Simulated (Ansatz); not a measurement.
# BN: zone-centre modes at 22 GPa

Theory: DFT PBE, scalar-relativistic, plane waves, PAW in Ansatz. Cutoff 420 eV, 12×12×6 k-points (Γ-centred), fixed occupations. No spin polarisation. Phonons by linear response, acoustic sum rule imposed.

The cell, relaxed at 22 GPa:
```yaml
crystal:
  lattice:
    - [2.50893, 0.00000, 0.00000]
    - [-1.25447, 2.17280, 0.00000]
    - [0.00000, 0.00000, 4.15071]
  atoms:
    - { symbol: B, position: [0.66667, 0.33333, 0.99961] }
    - { symbol: B, position: [0.33333, 0.66667, 0.49961] }
    - { symbol: N, position: [0.66667, 0.33333, 0.62539] }
    - { symbol: N, position: [0.33333, 0.66667, 0.12539] }
```

Optical modes at Γ (transverse, no macroscopic field); i marks an imaginary frequency:
```
frequency (cm⁻¹) degeneracy IR intensity of the level ((D/Å)²/amu)
             476           2                                    0.00
            1015           2                                    0.00
            1024           1                                    0.00
            1078           1                                   27.93
            1109           2                                   50.40
            1150           1                                    0.00
```

All 9 optical modes at Γ are real: no displacement of atoms at fixed cell lowers the energy to second order. Strains and modes at other wave vectors aren't tested by this run.

```
Electronic dielectric constant ε∞ (principal values) : 4.52, 4.52, 4.68
Static dielectric constant ε0 (principal values)     : 6.5, 6.5, 6.9
Refractive index √ε∞, mean                           : 2.14
Kohn–Sham gap on the mesh                            : 5.11 eV
Cost                                                 : 58 s on 1 thread of AMD EPYC 7R43 64-Core Processor (Zen 3), with other jobs on the host, peak memory 0.64 GiB
```

Born effective charges (e):
| atom | Z*xx | Z*yy | Z*zz | mean |
| --- | --- | --- | --- | --- |
| B (atom 1) | 1.83 | 1.83 | 1.92 | 1.86 |
| N (atom 3) | -1.83 | -1.83 | -1.92 | -1.86 |

This wurtzite form isn't the usual stable structure of the compound at low pressure.